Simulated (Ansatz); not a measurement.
**HfN: stress in a strained cell**

HfN is deformed so: equal xx and yy strain of +1 %. What stress and forces result, by LAPW, PAW and all-electron datasets made for the crystal?

Computed with Ansatz 0.2.0 (DFT PBE, scalar-relativistic, unless a step's input says otherwise).

## 1. The system as given

The structure is cubic, space group Fm-3m (No. 225). The conventional cell has a = 4.518 Å, b = 4.518 Å, c = 4.518 Å, α = 90.00°, β = 90.00°, γ = 90.00°. Hf (site symmetry m-3m) is surrounded by 6 N at 2.26 Å. N (site symmetry m-3m) has 6 Hf at 2.26 Å as nearest neighbours.

Coordinates:

```
Hf N
1.0
     0.00000    2.25900    2.25900
     2.25900    0.00000    2.25900
     2.25900    2.25900    0.00000
Hf N
1 1
Direct
  0.00000 0.00000 0.00000
  0.50000 0.50000 0.50000
```

Atoms are numbered in the order of the input: Hf1, N2.

## 2. After the deformation

Space group Fm-3m before, I4/mmm after.

## 3. All-electron LAPW

File input.yaml:

```yaml
crystal:
  lattice:
    - [0.0, 2.28159, 2.259]
    - [2.28159, 0.0, 2.259]
    - [2.28159, 2.28159, 0.0]
  atoms:
    - { symbol: Hf, position: [0.0, 0.0, 0.0] }
    - { symbol: "N", position: [0.5, 0.5, 0.5] }
kpoints:
  mp_grid: { grid: [10, 10, 10] }
  band_path:
    path:
      - [0.0, 0.0, 0.0]
      - [0.0, 0.5, 0.5]
      - [0.25, 0.75, 0.5]
      - [0.0, 0.5, 0.0]
      - [0.0, 0.0, 0.0]
      - [0.5, 0.5, 0.0]
      - [0.3775125, 0.6224875, 0.0]
      - [-0.3775125, 0.3775125, 0.0]
      - [0.0, 0.0, 0.0]
    npoints: 5
scf:
  occupations: { method: fermi_dirac, width: 0.03 }
hamiltonian:
  xc: pbe
  pseudopotentials: { kind: all_electron, lapw: { basis_error: 0.001 } }
output:
  forces: true
  stress: true
  eigenvalues: true
```

On the command line:

```sh
> ansatz run input.yaml --threads 1 --pin off --max-ram 3072MiB --backend cpu --events-out ev --progress --plain --runs-dir out
```

## 4. PAW with frozen cores

File input.yaml:

```yaml
crystal:
  lattice:
    - [0.0, 2.28159, 2.259]
    - [2.28159, 0.0, 2.259]
    - [2.28159, 2.28159, 0.0]
  atoms:
    - { symbol: Hf, position: [0.0, 0.0, 0.0] }
    - { symbol: "N", position: [0.5, 0.5, 0.5] }
kpoints:
  mp_grid: { grid: [10, 10, 10] }
scf:
  occupations: { method: fermi_dirac, width: 0.03 }
hamiltonian:
  xc: pbe
  pseudopotentials: { kind: paw }
output:
  forces: true
  stress: true
  eigenvalues: true
  efg: { contact_densities: true }
  write_density: true
  write_potential: true
  elf: true
  volumetric_format: npy
```

## 5. Datasets made for this crystal

Edit input.yaml of step 4 so:

```diff
@@ -14,3 +14,3 @@
   xc: pbe
-  pseudopotentials: { kind: paw }
+  pseudopotentials: { kind: all_electron, datasets: crystal }
 output:
@@ -20,5 +20 @@
   efg: { contact_densities: true }
-  write_density: true
-  write_potential: true
-  elf: true
-  volumetric_format: npy
```

(Steps that only read results are left out.)

**Question.** What will these runs give? Wanted: pressure; largest shear or deviatoric stress.

The runs gave:

```
                                 quantity                                           value
                                 pressure  LAPW 0.10, PAW 0.04, crystal datasets 0.10 GPa
largest shear or deviatoric stress (LAPW)                                        2.66 GPa
```

**Reading.** The largest part of the stress beyond the pressure is 2.66 GPa in size, in the zz component; the atoms are carried along and not relaxed. No run of the undeformed cell stands beside it, so the pressure holds what the given cell had before the change. PAW: stress within 0.06 GPa of LAPW. Crystal datasets: stress within 0.01 GPa of LAPW. Spin-orbit coupling is left out, though the cell holds Hf; in elements this heavy it can shift bands and gaps by tenths of an eV. HfN has an odd count of electrons, so a run without spin can force a false metal and spoil its energy.
